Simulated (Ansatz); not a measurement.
CsBr:
```
CELL_PARAMETERS angstrom
      4.32371     0.00000     0.00000
      0.00000     4.32371     0.00000
      0.00000     0.00000     4.32371
ATOMIC_POSITIONS crystal
  Cs 0.00000 0.00000 0.00000
  Br 0.50000 0.50000 0.50000
```

Relaxed with r²SCAN. Special points in fractions of this cell's reciprocal vectors: Γ (0.000, 0.000, 0.000); X (0.000, 0.500, 0.000); M (0.500, 0.500, 0.000); R (0.500, 0.500, 0.500).

**Question.** List the band energies nearest the valence-band maximum at these points for r²SCAN with spin–orbit coupling (plane waves, PAW; program Ansatz).

**Answer.** In eV from the valence-band maximum; about four levels below and three above (degenerate sets whole), none deeper than 8.9 eV; points with the same levels are listed once.

| k | below | above |
|---|---|---|
| Γ | 0.00 0.00 0.00 0.00 | 5.02 5.02 5.26 5.26 5.26 5.26 |
| X | -0.48 -0.48 -0.21 -0.21 | 6.27 6.27 7.68 7.68 |
| M | -0.66 -0.66 -0.12 -0.12 | 5.67 5.67 5.94 5.94 |
| R | -1.17 -1.17 -1.17 -1.17 | 8.63 8.63 8.77 8.77 8.77 8.77 |

Space group Pm-3m (CsCl type). The r²SCAN relaxation kept the symmetry of its start.

Potentials: the later of the program's two PAW sets.
